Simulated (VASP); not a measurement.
# C (P6_3/mmc) in VASP: further runs

The runs below take C through single point, with SCAN+rVV10, r2SCAN, r2SCAN+rVV10.

Program: VASP 6.6.1. These are calculated values, not measurements. Logs are shortened: lines on timing, memory, paths and dates and some standing lists are left out, and cuts for length are marked.

**1. The structure**

Symmetry: P6_3/mmc, No. 194, hexagonal system. The conventional cell has a = 2.461 Å, b = 2.461 Å, c = 6.440 Å, α = 90.00°, β = 90.00°, γ = 120.00°. Around C (site symmetry -6m2) lie 3 C at 1.42 Å. C (site symmetry -6m2) has 3 C at 1.42 Å as nearest neighbours.

The cell was built by a generator and needn't be a form met in nature.

**2. Single point, SCAN+rVV10**

Contents of INCAR:

```
  PREC = Accurate
  ENCUT = 520
  EDIFF = 1E-6
  ISMEAR = -1
  SIGMA = 0.05
  LREAL = False
  LASPH = True
  NELM = 100
  ALGO = Normal
  ISIF = 2
  LWAVE = False
  LCHARG = False
  METAGGA = SCAN
  LMIXTAU = True
  LUSE_VDW = True
  IVDW_NL = 2
  BPARAM = 15.7
  CPARAM = 0.0093
  NBANDS = 16
```

Contents of KPOINTS:

```
regular mesh
0
Gamma
  16 16 4
```

Contents of POSCAR:

```
C
1.0
    2.4610000000      0.0000000000      0.0000000000
   -1.2305000000      2.1312885187      0.0000000000
    0.0000000000      0.0000000000      6.4396800000
C
4
Direct
    0.0000000000      0.0000000000      0.2500000000
    0.3333333333      0.6666666667      0.2500000000
    0.0000000000      0.0000000000      0.7500000000
    0.6666666667      0.3333333333      0.7500000000
```

Potentials or basis: VASP PAW PBE potentials, release 64 (C).

Run with:

```sh
cat potpaw_PBE.64/C/POTCAR > POTCAR
mpirun -np 1 vasp_std > vasp.out
```

OUTCAR:

```text
PREC = Accurate
   ENCUT = 520
   EDIFF = 1E-6
   ISMEAR = -1
   LREAL = False
   LASPH = True
   NELM = 100
   ISIF = 2
   METAGGA = SCAN
   IVDW_NL = 2
   BPARAM = 15.7

 ion  position               nearest neighbor table
   1  0.000  0.000  0.250-   2 1.42   2 1.42   2 1.42
   2  0.333  0.667  0.250-   1 1.42   1 1.42   1 1.42
   3  0.000  0.000  0.750-   4 1.42   4 1.42   4 1.42
   4  0.667  0.333  0.750-   3 1.42   3 1.42   3 1.42

  LATTYP: Found a hexagonal cell.
 ALAT       =     2.4610000000
 C/A-ratio  =     2.6166924015

  Lattice vectors:

 A1 = (   2.4610000000,   0.0000000000,   0.0000000000)
 A2 = (  -1.2305000000,   2.1312885187,   0.0000000000)
 A3 = (   0.0000000000,   0.0000000000,   6.4396800000)

Analysis of symmetry for initial positions (statically):
=====================================================================
 Subroutine PRICEL returns:
 Original cell was already a primitive cell.

 Routine SETGRP: Setting up the symmetry group for a
 hexagonal supercell.

 Subroutine GETGRP returns: Found 24 space group operations
 (whereof 12 operations were pure point group operations)
 out of a pool of 24 trial point group operations.

The static configuration has the point symmetry D_3d.
 The point group associated with its full space group is D_6h.

Analysis of symmetry for dynamics (positions and initial velocities):
=====================================================================
 Subroutine PRICEL returns:
 Original cell was already a primitive cell.

 Routine SETGRP: Setting up the symmetry group for a
 hexagonal supercell.

 Subroutine GETGRP returns: Found 24 space group operations
 (whereof 12 operations were pure point group operations)
 out of a pool of 24 trial point group operations.

The dynamic configuration has the point symmetry D_3d.
 The point group associated with its full space group is D_6h.

 Subroutine INISYM returns: Found 24 space group operations
 (whereof 12 operations are pure point group operations),
 and found     1 'primitive' translations

----------------------------------------------------------------------------------------

                                     Primitive cell

  volume of cell :      33.7768

  direct lattice vectors                    reciprocal lattice vectors
     2.461000000  0.000000000  0.000000000     0.406338887  0.234599866  0.000000000
    -1.230500000  2.131288519  0.000000000     0.000000000  0.469199731  0.000000000
     0.000000000  0.000000000  6.439680000     0.000000000  0.000000000  0.155287219

  length of vectors
     2.461000000  2.461000000  6.439680000     0.469199731  0.469199731  0.155287219

  position of ions in fractional coordinates (direct lattice)
     0.000000000  0.000000000  0.250000000
     0.333333333  0.666666667  0.250000000
     0.000000000  0.000000000  0.750000000
     0.666666667  0.333333333  0.750000000

  ion indices of the primitive-cell ions
   primitive index   ion index
                 1           1
                 2           2
                 3           3
                 4           4

----------------------------------------------------------------------------------------

 KPOINTS: regular mesh

Automatic generation of k-mesh.
 Grid dimensions read from file:
 generate k-points for:   16   16    4

 Generating k-lattice:

  Cartesian coordinates                     Fractional coordinates (reciprocal lattice)
     0.025396180  0.014662492  0.000000000     0.062500000  0.000000000  0.000000000
     0.000000000  0.029324983  0.000000000     0.000000000  0.062500000  0.000000000
     0.000000000  0.000000000  0.038821805     0.000000000  0.000000000  0.250000000

  Length of vectors
     0.029324983  0.029324983  0.038821805

  Shift w.r.t. Gamma in fractional coordinates (k-lattice)
     0.000000000  0.000000000  0.000000000

 Subroutine IBZKPT returns following result:
 ===========================================

 Found     90 irreducible k-points:

 Following reciprocal coordinates:
            Coordinates               Weight
  0.000000  0.000000  0.000000      1.000000
  0.062500 -0.000000  0.000000      6.000000
  0.125000 -0.000000  0.000000      6.000000
  0.187500 -0.000000  0.000000      6.000000
  0.250000 -0.000000  0.000000      6.000000
  0.312500 -0.000000  0.000000      6.000000
[... 16 lines left out ...]
  0.187500  0.187500  0.000000      6.000000
  0.250000  0.187500  0.000000     12.000000
 [... further k-points ...]
   k-points           NKPTS =     90   k-points in BZ     NKDIM =     90   number of bands    NBANDS=     16
   number of dos      NEDOS =    301   number of ions     NIONS =      4
   total plane-waves  NPLWV =  15552
   dimension x,y,z NGX =    18 NGY =   18 NGZ =   48
   dimension x,y,z NGXF=    36 NGYF=   36 NGZF=   96
   ions per type =               4
   NGX,Y,Z   is equivalent  to a cutoff of  12.16, 12.16, 12.39 a.u.
   NGXF,Y,Z  is equivalent  to a cutoff of  24.32, 24.32, 24.78 a.u.
 SYSTEM =  unknown system
   PREC   = accura    normal or accurate (medium, high low for compatibility)
   ISTART =      0    job   : 0-new  1-cont  2-samecut
   ICHARG =      2    charge: 1-file 2-atom 10-const
   ISPIN  =      1    spin polarized calculation?
   LNONCOLLINEAR =      F non collinear calculations
   LSORBIT =      F    spin-orbit coupling
   LASPH  =      T    aspherical Exc in radial PAW
   ENCUT  =  520.0 eV  38.22 Ry    6.18 a.u.   4.58  4.58 11.97*2*pi/ulx,y,z
   NELM   =    100;   NELMIN=  2; NELMDL= -5     # of ELM steps
   EDIFF  = 0.1E-05   stopping-criterion for ELM
   LREAL  =      F    real-space projection
   EDIFFG = 0.1E-04   stopping-criterion for IOM
   NSW    =      0    number of steps for IOM
   IBRION =     -1    ionic relax: 0-MD 1-quasi-New 2-CG
   NFREE  =      0    steps in history (QN), initial steepest desc. (CG)
   ISIF   =      2    stress and relaxation
   ISYM   =      2    0-nonsym 1-usesym 2-fastsym
   POTIM  = 0.5000    time-step for ionic-motion
   TEBEG  =    0.0;   TEEND  =   0.0 temperature during run
   PSTRESS=    0.0 pullay stress
   NELECT =      16.0000    total number of electrons
   NUPDOWN=      -1.0000    fix difference up-down
   EMIN   =  10.00;   EMAX   =-10.00  energy-range for DOS
   EFERMI =   0.00;   METHOD = LEGACY
   ISMEAR =    -1;   SIGMA  =   0.05  broadening in eV -4-tet -1-fermi 0-gaus
   EFERMI_NEDOS =   21; number of points for ismear=-14 and -15
   IALGO  =     38    algorithm
   IMIX   =      4    mixing-type and parameters
     AMIX     =   0.40;   BMIX     =  1.00
     AMIX_MAG =   1.60;   BMIX_MAG =  1.00
  volume/ion in A,a.u.               =       8.44        56.98
  Fermi-wavevector in a.u.,A,eV,Ry     =   1.276171  2.411613 22.158608  1.628612
  Thomas-Fermi vector in A             =   2.408842
   LORBIT       =      0    0 simple, 1 ext, 2 COOP (PROOUT), +10 PAW based schemes
   METAGGA = SCAN    functional components
   LHFCALC =     F    Hartree Fock is set to
   AEXX    =    0.0000 exact exchange contribution
   IVDW_NL    =     2    kernel type
   BPARAM     =15.7000
   IVDW    =     0    specifies the selected vdW correction
   LEPSILON=     F    determine dielectric tensor
   LRPA    =     F    only Hartree local field effects (RPA)
 non-spin polarized calculation
  energy-cutoff  :      520.00
  volume of cell :       33.78
 maximum number of plane-waves:       926
   NGX =  9   NGY =  9   NGZ = 23

 number of electron      15.9999994 magnetization

 Free energy of the ion-electron system (eV)
  ---------------------------------------------------
  ext. energy  EPLUGINS =         0.00000000
  ---------------------------------------------------
  free energy    TOTEN  =       -40.15479496 eV

  energy without entropy =      -40.15469972  energy(sigma->0) =      -40.15474734

 E-fermi :   5.1030     XC(G=0): -11.4366

 val. band max:        4.8792343116   @ k =   0.3125   0.3125   0.0000
 cond. band min:       5.3279122803   @ k =   0.3125   0.3125   0.0000
 fundamental gap:      0.4486779687
 Fermi energy:         5.1030431826

 k-point     1 :       0.0000    0.0000    0.0000
  band No.  band energies     occupation
      1     -15.8419      2.00000
      2     -15.4311      2.00000
      3      -4.1401      2.00000
      4      -1.6268      2.00000
      5       1.7017      2.00000
      6       1.7017      2.00000
[... 8 lines left out ...]
     15      17.3865      0.00000
     16      17.6936      0.00000

 k-point     2 :       0.0625   -0.0000    0.0000
  band No.  band energies     occupation
      1     -15.7438      2.00000
      2     -15.3350      2.00000
      3      -4.0208      2.00000
      4      -1.5157      2.00000
      5       1.3039      2.00000
      6       1.3471      2.00000
[... 8 lines left out ...]
     15      17.1681      0.00000
     16      17.3441      0.00000

 k-point     3 :       0.1250   -0.0000    0.0000
  band No.  band energies     occupation
      1     -15.4497      2.00000
      2     -15.0472      2.00000
      3      -3.6642      2.00000
      4      -1.1844      2.00000
      5       0.2350      2.00000
      6       0.3080      2.00000
[... 8 lines left out ...]
     15      16.3710      0.00000
     16      17.3805      0.00000

 k-point     4 :       0.1875   -0.0000    0.0000
  band No.  band energies     occupation
      1     -14.9616      2.00000
      2     -14.5695      2.00000
      3      -3.0743      2.00000
      4      -1.2573      2.00000
      5      -1.1486      2.00000
      6      -0.6400      2.00000
[... 8 lines left out ...]
     15      17.2838      0.00000
     16      17.7620      0.00000

 k-point     5 :       0.2500   -0.0000    0.0000
  band No.  band energies     occupation
      1     -14.2829      2.00000
      2     -13.9056      2.00000
      3      -2.9563      2.00000
      4      -2.8104      2.00000
      5      -2.2598      2.00000
      6      -0.3913      2.00000
[... 8 lines left out ...]
     15      19.2837      0.00000
     16      19.3554      0.00000

 k-point     6 :       0.3125   -0.0000    0.0000
  band No.  band energies     occupation
      1     -13.4200      2.00000
      2     -13.0617      2.00000
      3      -4.7143      2.00000
      4      -4.5326      2.00000
      5      -1.2378      2.00000
      6      -0.9865      2.00000
[... 8 lines left out ...]
     15      20.7835      0.00000
     16      21.5507      0.00000
[... 267 lines left out ...]
 k-point    21 :       0.3750    0.1250    0.0000
  band No.  band energies     occupation
      1     -10.9447      2.00000
      2     -10.6524      2.00000
      3      -7.8078      2.00000
      4      -7.5847      2.00000
      5      -2.8921      2.00000
      6      -2.7721      2.00000
[... 8 lines left out ...]
     15      18.8656      0.00000
     16      19.5021      0.00000

 k-point    22 :       0.4375    0.1250    0.0000
  band No.  band energies     occupation
      1     -10.0121      2.00000
      2      -9.8591      2.00000
      3      -8.7458      2.00000
      4      -8.6363      2.00000
      5      -2.9942      2.00000
      6      -2.8724      2.00000
[... 8 lines left out ...]
     15      19.0753      0.00000
     16      19.0969      0.00000

 k-point    23 :       0.1875    0.1875    0.0000
  band No.  band energies     occupation
      1     -13.2309      2.00000
      2     -12.8767      2.00000
      3      -4.0934      2.00000
      4      -4.0044      2.00000
      5      -2.4719      2.00000
      6      -2.4062      2.00000
[... 8 lines left out ...]
     15      17.8517      0.00000
     16      18.2897      0.00000

 k-point    24 :       0.2500    0.1875    0.0000
  band No.  band energies     occupation
      1     -12.2927      2.00000
      2     -11.9597      2.00000
      3      -5.4029      2.00000
      4      -5.2639      2.00000
      5      -3.3355      2.00000
      6      -3.2344      2.00000
[... 8 lines left out ...]
     15      18.2097      0.00000
     16      19.2041      0.00000

 [... further k-points ...]

------------------------ aborting loop because EDIFF is reached ----------------------------------------

  FORCE on cell =-STRESS in cart. coord.  units (eV):
  Direction    XX          YY          ZZ          XY          YZ          ZX
  --------------------------------------------------------------------------------------
  -------------------------------------------------------------------------------------
  Total       -0.9717068     -0.9717068      0.4062160      0.0000000      0.0000000      0.0000000
  in kB      -46.0922275    -46.0922275     19.2685686      0.0000000      0.0000000      0.0000000
  external PRESSURE =     -24.3052955 kB  Pullay stress =       0.0000000 kB

 VOLUME and BASIS-vectors are now :
 -----------------------------------------------------------------------------
  energy-cutoff  :      520.00
  volume of cell :       33.78
      direct lattice vectors                 reciprocal lattice vectors
     2.461000000  0.000000000  0.000000000     0.406338887  0.234599866  0.000000000
    -1.230500000  2.131288519  0.000000000     0.000000000  0.469199731  0.000000000
     0.000000000  0.000000000  6.439680000     0.000000000  0.000000000  0.155287219

 POSITION                                       TOTAL-FORCE (eV/Angst)
 -----------------------------------------------------------------------------------
      0.00000      0.00000      1.60992         0.000000     -0.000000      0.000000
     -0.00000      1.42086      1.60992         0.000000      0.000000      0.000000
      0.00000      0.00000      4.82976         0.000000     -0.000000      0.000000
      1.23050      0.71043      4.82976        -0.000000      0.000000     -0.000000
 -----------------------------------------------------------------------------------
    total drift:                                0.000000     -0.000000      0.000000

  FREE ENERGIE OF THE ION-ELECTRON SYSTEM (eV)
  ---------------------------------------------------
  free  energy   TOTEN  =       -40.1547949596 eV

  energy  without entropy=      -40.1546997208  energy(sigma->0) =      -40.15474734
```

Run time: 4 min. Hardware: 1 thread of Intel Xeon Platinum 8259CL at 2.50GHz (Skylake/Cascade Lake), shared host; peak memory 0.24 GiB.

What came out:

```yaml
Free_energy: -40.1548 eV
Pressure: -2.4 GPa
Band_gap_on_the_k_mesh: 0.45 eV, direct
```

Caveat: the PAW data sets were made with another functional, which shifts forces and pressure a little. SCAN opens gaps a little over a GGA but as a rule still falls short of measured ones.

**3. Single point, r2SCAN**

Edit INCAR of step 2 so:

```diff
@@ -12,8 +12,4 @@
   LCHARG = False
-  METAGGA = SCAN
+  METAGGA = R2SCAN
   LMIXTAU = True
-  LUSE_VDW = True
-  IVDW_NL = 2
-  BPARAM = 15.7
-  CPARAM = 0.0093
   NBANDS = 16
```

KPOINTS is that of step 2.

POSCAR is that of step 2.

Potentials or basis: VASP PAW PBE potentials, release 64 (C).

Run with:

```sh
cat potpaw_PBE.64/C/POTCAR > POTCAR
mpirun -np 1 vasp_std > vasp.out
```

Run time: 3.4 min. Hardware: 1 thread of Intel Xeon Platinum 8259CL at 2.50GHz (Skylake/Cascade Lake), shared host; peak memory 0.16 GiB.

It converged, with:

```
Free energy            : -39.7219 eV
Pressure               : -0.1 GPa
Band gap on the k mesh : 0.46 eV, direct
```

Stress tensor (GPa, compression positive):
```
-2.07  0.00  0.00
 0.00 -2.07  0.00
 0.00  0.00  3.77
```

Levels at points of the mesh, in eV from the valence-band top:
| k point | band 5 | band 6 | band 7 | band 8 | band 9 | band 10 | band 11 | band 12 |
| --- | --- | --- | --- | --- | --- | --- | --- | --- |
| (0.00, 0.00, 0.00) | -3.02 | -3.02 | -2.99 | -2.99 | 5.09 | 8.86 | 8.86 | 8.93 |
| (0.50, 0.00, 0.00) | -6.64 | -6.56 | -2.88 | -2.00 | 1.83 | 2.65 | 7.63 | 8.18 |
| (0.00, 0.00, 0.50) | -3.00 | -3.00 | -3.00 | -3.00 | 8.23 | 8.23 | 8.89 | 8.89 |
| (0.50, 0.00, 0.50) | -6.60 | -6.60 | -2.33 | -2.33 | 1.94 | 1.94 | 7.90 | 7.90 |

Caveat: the PAW data sets were made with another functional, which shifts forces and pressure a little. A k mesh can miss the band edges.

(Continued in part 2 of 2.)
